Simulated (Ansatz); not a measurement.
CoPt (CuAu type, space group P4/mmm)

```xyz
2
Lattice="2.6948 0.0000 0.0000 0.0000 2.6948 0.0000 0.0000 0.0000 3.7242" Properties=species:S:1:pos:R:3 pbc="T T T"
Co     1.3474     1.3474     1.8621
Pt     0.0000     0.0000     0.0000
```

The volume is varied about the relaxed value V₀ at fixed cell shape. Symmetry pins the atoms to their sites.

These are PBE (plane waves to 420 eV, PAW, scalar-relativistic; Ansatz, a quantum-chemistry and plane-wave program) values and carry that method's errors. k mesh 17×17×13 (Γ-centred), Fermi-Dirac smearing 0.05 eV. The energy includes the smearing's −TS. With the shape held, the modulus is that of even scaling; a crystal free to change shape is softer. CoPt was relaxed with its symmetry unable to fall. Relaxed CoPt ends ferromagnetic. Spin-orbit coupling is left out, though Pt is heavy. The magnetic order is the one the run started from; other orders were not tried. ΔE is measured from the relaxed starting cell. The last digit holds for this mesh only.

```json
[
 {"V (Å³/atom)": "12.711", "ΔE (meV/atom)": "37.8"},
 {"V (Å³/atom)": "12.914", "ΔE (meV/atom)": "20.6"},
 {"V (Å³/atom)": "13.117", "ΔE (meV/atom)": "8.9"},
 {"V (Å³/atom)": "13.320", "ΔE (meV/atom)": "2.1"},
 {"V (Å³/atom)": "13.523", "ΔE (meV/atom)": "0.0"},
 {"V (Å³/atom)": "13.726", "ΔE (meV/atom)": "2.0"},
 {"V (Å³/atom)": "13.929", "ΔE (meV/atom)": "7.8"},
 {"V (Å³/atom)": "14.131", "ΔE (meV/atom)": "17.0"},
 {"V (Å³/atom)": "14.334", "ΔE (meV/atom)": "29.4"}
]
```

### Question
What bulk modulus at fixed cell shape B₀ follows from a third-order Birch-Murnaghan fit?

### Answer
218 GPa.

### Question
What is the fitted pressure derivative B₀′?

### Answer
5.3.

(Under strain, the slope of the energy per volume gives the stress and its curvature an elastic modulus.)
